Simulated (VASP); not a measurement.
Runs of VASP 6.6.1 on TiSe. The structure is cubic, space group F-43m (No. 216). The conventional cell has a = 6.206 Å, b = 6.206 Å, c = 6.206 Å, α = 90.00°, β = 90.00°, γ = 90.00°. Ti (site symmetry -43m) has 4 Se at 2.69 Å as nearest neighbours. Se (site symmetry -43m) has 4 Ti at 2.69 Å as nearest neighbours. The cell comes from a database or a generator and needn't be the stable form of this composition.

```csv
spin,U,fixed moment (μB),gap on the mesh (eV),pressure (GPa),moment (μB)
"collinear, ferromagnetic start",Ti d U = 2 eV,3,-,(b),3.00
"collinear, ferromagnetic start",Ti d U = 4 eV,2,-,-2.1,2.00
"collinear, random start",Ti d U = 4 eV,-,1.02,-2.1,2.00
"collinear, ferromagnetic start",Ti d U = 2 eV,-,0.20,-4.4,2.00
off,Ti d U = 4 eV,-,none,-10.9,-
"collinear, zero start",Ti d U = 4 eV,-,none,-10.9,(a)
"collinear, ferromagnetic start",Ti d U = 4 eV,-,none,-7.1,2.00
```

Alike in all rows: task single point; level PBEsol+U; potentials or basis VASP PAW PBE potentials, release 64 (Ti_sv, Se); cell as given; k mesh 5 × 5 × 5; cutoff (eV) 520; smearing gaussian 0.05 eV.

Task: Estimate the missing entries.

Result: (a) 0.00; (b) -3.6.

Caveats: the PAW data sets were made with another functional, which shifts forces and pressure a little; the total moment is fixed, so each spin has its own Fermi level (some runs); an odd mesh through Γ misses points on the zone boundary, where band edges often lie (some runs); the moment is held away from its start (some runs); U without spin polarisation on a metal has little footing (some runs).

A k mesh can miss the band edges, and the runs leave out spin-orbit coupling on Se.

A gap of «none» marks a metal or a gap under the smearing width.
